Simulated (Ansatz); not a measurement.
LiF: a vibration from a frozen displacement

Method: DFT LDA, scalar-relativistic, plane waves, PAW in Ansatz. Cutoff 420 eV, Γ-centred 10×10×10 k-points, Gaussian smearing of 0.05 eV. No spin polarisation. Energies are free energies at this smearing, counted from the undisturbed cell; pressure is positive in compression.

The starting cell (as given, not relaxed at this level; it stands at -7.7 GPa; this CsCl-type form isn't the usual structure):

```yaml
crystal:
  lattice:
    - [2.55953, 0.00000, 0.00000]
    - [0.00000, 2.55953, 0.00000]
    - [0.00000, 0.00000, 2.55953]
  atoms:
    - { symbol: Li, position: [0.00000, 0.00000, 0.00000] }
    - { symbol: F, position: [0.50000, 0.50000, 0.50000] }
```

Every Li atom is moved by x along the Cartesian unit vector (-1.000, 0.000, 0.000); the cell and all other atoms stay fixed. The cell's volume is 16.77 Å³; the moved atoms weigh 6.940 u together and the others 18.998 u. Some rows repeat others by symmetry and weren't run.

| x (Å) | ΔE (meV/cell) | total force on the moved atoms along the move (eV/Å) | pressure (GPa) |
| --- | --- | --- | --- |
| -0.3000 | -24.40 | -0.1417 | -5.8222 |
| -0.2625 | -19.26 | -0.1323 | -6.2424 |
| -0.2250 | -14.52 | -0.1198 | -6.6116 |
| -0.1875 | -10.31 | -0.1045 | -6.9279 |
| -0.1500 | -6.72 | -0.0867 | -7.1892 |
| -0.1125 | -3.83 | -0.0669 | -7.3942 |
| -0.0750 | -1.72 | -0.0455 | -7.5415 |
| -0.0375 | -0.43 | -0.0230 | -7.6303 |
| 0.0000 | 0.00 | 0.0000 | -7.6600 |
| 0.0375 | -0.43 | 0.0230 | -7.6303 |
| 0.0750 | -1.72 | 0.0455 | -7.5415 |
| 0.1125 | -3.83 | 0.0669 | -7.3942 |
| 0.1500 | -6.72 | 0.0867 | -7.1892 |
| 0.1875 | -10.31 | 0.1045 | -6.9279 |
| 0.2250 | -14.52 | 0.1198 | -6.6116 |
| 0.2625 | -19.26 | 0.1323 | -6.2424 |
| 0.3000 | -24.40 | 0.1417 | -5.8222 |

Problem. What frequency belongs to this motion?

Solution. The force constant is k = −dF/dx = -0.613 eV/Å², from the parabola through x = -0.0375, 0 and 0.0375. In every cell the moved atoms swing against the rest, so the mass is μ = m₁m₂/(m₁ + m₂) = 5.083 u, and ν̃ = 521.5 cm⁻¹ × √(|k|/μ) = 181i cm⁻¹, at this cell's pressure of -7.7 GPa. To first order in x, and within 1 %, the force on every atom lies along the move and, within each of the two groups, in proportion to the atom's mass, so this is itself a mode at the zone centre of this cell, taken without macroscopic field (the transverse frequency in a polar insulator).

Problem. Where does the displacement stop?

Solution. Not within the scan: the energy still falls at its end, so along this line the minimum lies further out.